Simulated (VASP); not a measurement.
ZnO, 16 atoms in the cell. It takes space group P6_3mc (No. 186, hexagonal). The conventional cell has a = 3.279 Å, b = 3.279 Å, c = 5.293 Å, α = 90.00°, β = 90.00°, γ = 120.00°. Zn (site symmetry 3m) is surrounded by 4 O at 2.00 to 2.01 Å. Around O (site symmetry 3m) lie 4 Zn at 2.00 to 2.01 Å. The cell is a database's computed one. The cell isn't the ideal one: the perfect crystal in a cell of 16 atoms.

| Quantity | Value |
| --- | --- |
| Program | VASP 6.6.1 |
| Task | single point |
| Functional | PBE |
| Potentials or basis | VASP PAW PBE potentials, release 64 (Zn, O) |
| Cutoff | 520 eV |
| k mesh | 1 × 1 × 1 |
| Occupations | gaussian, width 0.01 eV |
| Spin | no spin polarisation |
| Dipole correction | no |
| Further INCAR settings | LREAL = Auto; ALGO = Normal; EDIFF = 1e-06; NBANDS = 86 |

Potentials or basis: VASP PAW PBE potentials, release 64 (Zn, O).

Launch:

```sh
$ cat potpaw_PBE.64/Zn/POTCAR potpaw_PBE.64/O/POTCAR > POTCAR
$ mpirun -np 1 vasp_gam > vasp.out
```

Hardware: 1 thread of Intel(R) Xeon(R) Platinum 8488C (Sapphire Rapids) (shared host).

Q: Estimate the wall time of this run.

A: It took 43 s on 1 thread of Intel(R) Xeon(R) Platinum 8488C (Sapphire Rapids), with other jobs on the host, peak memory 0.28 GiB. Counts: scf iterations 16, k points 1.
